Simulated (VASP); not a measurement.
# CdTe: single point with r2SCAN+rVV10

**What was measured.**

A printed reference work, data compilation reports, for a bulk crystal of CdTe at 0 K: band gap 1.607 eV.

The system is CdTe.

```
CELL_PARAMETERS angstrom
4.53255 0.00000 0.00000
2.26628 3.92531 0.00000
2.26628 1.30844 3.70082
ATOMIC_POSITIONS crystal
Te 0.75000 0.75000 0.75000
Cd 0.00000 0.00000 0.00000
```

* Program: VASP 6.6.1
* Task: single point
* Functional: r2SCAN
* Dispersion: rVV10
* Potentials or basis: VASP PAW PBE potentials, release 64 (Te, Cd)
* Cutoff: 520 eV
* k mesh: 7 × 7 × 7
* Occupations: tetrahedron
* Spin: no spin polarisation
* Dipole correction: no
* Further INCAR settings: ALGO = Normal; EDIFF = 1e-07; NBANDS = 16

- Pressure: 2.7 GPa
- Band gap on the k mesh: 1.34 eV, direct

Levels at points of the mesh, in eV from the valence-band top:
| k point | band 6 | band 7 | band 8 | band 9 | band 10 | band 11 | band 12 | band 13 |
| --- | --- | --- | --- | --- | --- | --- | --- | --- |
| (0.00, 0.00, 0.00) | -8.36 | 0.00 | 0.00 | 0.00 | 1.34 | 4.98 | 4.98 | 4.98 |

Wall time 5.2 min on 1 thread of Intel Xeon 6975P-C, on a shared host, peak memory 0.4 GiB.

Measured gap of CdTe: 1.607 eV (0 K; a printed reference work, data compilation). This calculation gives 1.34 eV (-0.27 eV). Spin-orbit coupling on Cd, Te is left out. The value is that of r2SCAN+rVV10, without temperature or zero-point motion.

Caveat: the PAW data sets were made with another functional, which shifts forces and pressure a little; spin-orbit coupling is left out, which moves the levels of the heavy elements.
